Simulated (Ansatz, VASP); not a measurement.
**MnO (Manganosite) in VASP and in Ansatz**

The input INCAR:

```
SYSTEM = MnO
PREC = Accurate
ENCUT = 520
EDIFF = 1E-7
ISMEAR = 0
SIGMA = 0.05
LREAL = .FALSE.
LASPH = .TRUE.
NELM = 150
ALGO = Normal
ISIF = 2
LWAVE = .FALSE.
LCHARG = .TRUE.
ISPIN = 2
MAGMOM = 4.76 0.18
LORBIT = 11
LMAXMIX = 4
LDAU = .TRUE.
LDAUTYPE = 2
LDAUL = 2 -1
LDAUU = 3.9 0
LDAUJ = 0 0
LDAUPRINT = 1
GGA = PE
LELF = .TRUE.
LVHAR = .TRUE.
NBANDS = 20
```

Contents of KPOINTS:

```
regular mesh
0
G
  12 12 12
  0 0 0
```

File POSCAR:

```
MnO
1.0
    0.0000000000      2.2680518477      2.2680518477
    2.2680518477      0.0000000000      2.2680518477
    2.2680518477      2.2680518477      0.0000000000
Mn O
1 1
Direct
    0.0000000000      0.0000000000      0.0000000000
    0.5000000000      0.5000000000      0.5000000000
```

Input for Ansatz:

```yaml
crystal:
  lattice:
    - [0.0, 2.2680518477, 2.2680518477]
    - [2.2680518477, 0.0, 2.2680518477]
    - [2.2680518477, 2.2680518477, 0.0]
  atoms:
    - { symbol: Mn, position: [0.0, 0.0, 0.0], spin: 4.7 }
    - { symbol: O, position: [0.5, 0.5, 0.5] }
basis:
  ecutwfc: 420
  ecutrho_ratio: 4
kpoints:
  mp_grid: { grid: [12, 12, 12] }
hamiltonian:
  xc: pbe
  hubbard:
    sites:
      - { species: Mn, l: d, u_eff: 3.9, starting_ns: start.occupation_matrices }
    ns_hold: { iters: 6 }
scf:
  occupations: { method: gaussian, width: 0.05 }
  lower_state_search: "off"
output:
  forces: true
  stress: true
  eigenvalues: true
  populations: true
  hubbard: { sites: [{ species: Mn, l: d }] }
magnetization:
  spin_polarized: true
```

Alike in both runs: task single point; functional PBE; k mesh 12 × 12 × 12; occupations gaussian, width 0.05 eV; collinear spin; Hubbard terms Mn d U = 3.9 eV.

|  | VASP | Ansatz |
| --- | --- | --- |
| version | VASP 6.6.1 | Ansatz 0.2.0 |
| potentials or method | VASP PAW PBE potentials, release 64 (Mn_pv, O) | scalar-relativistic, plane waves, PAW |
| plane-wave cutoff (eV) | 520 | 420 |
| valence electrons in the cell | 19 | 21 |

|  | VASP | Ansatz | Ansatz less VASP |
| --- | --- | --- | --- |
| gap on the k mesh at the Fermi level (eV) | 0.10 | 0.01 | -0.090 |
| least direct gap on the mesh (eV) | 2.25 | 1.40 | -0.850 |
| pressure (GPa) | -1.8 | -0.3 | +1.48 |
| net moment per atom (μB) | 2.50 | 2.50 | 0.000 |
| size of the moment on the site where the two differ most (μB) | 4.63 | 4.32 | -0.307 |

Site moments also hang on the region over which each program counts them. The programs project onto different local orbitals, so the same U acts differently. The two sets of potentials don't hold the same shells in valence. Ansatz warned: «filled_band_counts_differ_across_k_points».

Caveats: a cell with one magnetic atom can't hold antiferromagnetic order, which such compounds often take. The state reached can hang on the start; a lower one may exist.
